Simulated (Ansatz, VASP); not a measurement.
## Two plane-wave programs on MoS2

File INCAR:

```
SYSTEM = MoS2
PREC = Accurate
ENCUT = 520
EDIFF = 1E-6
ISMEAR = -1
SIGMA = 0.05
LREAL = .False.
LASPH = .True.
NELM = 60
ALGO = Normal
ISIF = 2
LWAVE = .False.
LCHARG = .True.
GGA = PE
LELF = .True.
LVHAR = .True.
NBANDS = 35
```

File KPOINTS:

```
regular mesh
0
Gamma
  10 10 3
  0 0 0
```

File POSCAR:

```
MoS2
1.0
    3.1690000000      0.0000000000      0.0000000000
   -1.5845000000      2.7444345046      0.0000000000
    0.0000000000      0.0000000000     12.3240000000
Mo S
2 4
Direct
    0.6666666667      0.3333333333      0.7500000000
    0.3333333333      0.6666666667      0.2500000000
    0.6666666667      0.3333333333      0.3770000000
    0.3333333333      0.6666666667      0.8770000000
    0.6666666667      0.3333333333      0.1230000000
    0.3333333333      0.6666666667      0.6230000000
```

File input.yaml:

```yaml
crystal:
  lattice:
    - [3.169, 0.0, 0.0]
    - [-1.5845, 2.7444345046, 0.0]
    - [0.0, 0.0, 12.324]
  atoms:
    - { symbol: Mo, position: [0.6666666667, 0.3333333333, 0.75] }
    - { symbol: Mo, position: [0.3333333333, 0.6666666667, 0.25] }
    - { symbol: S, position: [0.6666666667, 0.3333333333, 0.377] }
    - { symbol: S, position: [0.3333333333, 0.6666666667, 0.877] }
    - { symbol: S, position: [0.6666666667, 0.3333333333, 0.123] }
    - { symbol: S, position: [0.3333333333, 0.6666666667, 0.623] }
hamiltonian:
  xc: pbe
  pseudopotentials: { kind: paw }
kpoints:
  mp_grid: { grid: [10, 10, 3] }
  band_path:
    path:
      - [[0.0, 0.0, 0.0], [0.5, 0.0, 0.0], [0.3333333333, 0.3333333333, 0.0], [0.0, 0.0, 0.0], [0.0, 0.0, 0.5], [0.5, 0.0, 0.5], [0.3333333333, 0.3333333333, 0.5], [0.0, 0.0, 0.5]]
      - [[0.5, 0.0, 0.5], [0.5, 0.0, 0.0]]
      - [[0.3333333333, 0.3333333333, 0.0], [0.3333333333, 0.3333333333, 0.5]]
    npoints: 14
scf:
  occupations: { method: fermi_dirac, width: 0.05 }
  n_extra_bands: 15
output:
  forces: true
  stress: true
  eigenvalues: true
  fatbands: false
```

Alike in both runs: functional PBE; k mesh 10 × 10 × 3; occupations fermi-dirac, width 0.05 eV; no spin polarisation.

|  | VASP | Ansatz |
| --- | --- | --- |
| version | VASP 6.6.1 | Ansatz 0.2.0 |
| potentials or method | VASP PAW PBE potentials, release 64 (Mo_sv, S) | Ansatz PAW |
| plane-wave cutoff (eV) | 520 | 420 |
| valence electrons in the cell | 52 | 52 |
| task | single point | band structure |

|  | VASP | Ansatz | Ansatz less VASP |
| --- | --- | --- | --- |
| gap on the k mesh at the Fermi level (eV) | 0.94 | 0.93 | -0.016 |
| least direct gap on the mesh (eV) | 1.87 | 1.87 | -0.004 |
| pressure (GPa) | 1.8 | 2.0 | +0.14 |
| largest component of the traceless stress (GPa) | 0.24 | 0.27 | +0.037 |
| rms of the force components (eV/Å) | 0.037 | 0.031 | -0.0059 |

Atom by atom the forces differ by 0.006 eV/Å (rms over components).

Caveats: this functional lacks dispersion, which binds the layers, so the pressure and a relaxed spacing across them are unreliable; an odd mesh through Γ misses points on the zone boundary, where band edges often lie (VASP).
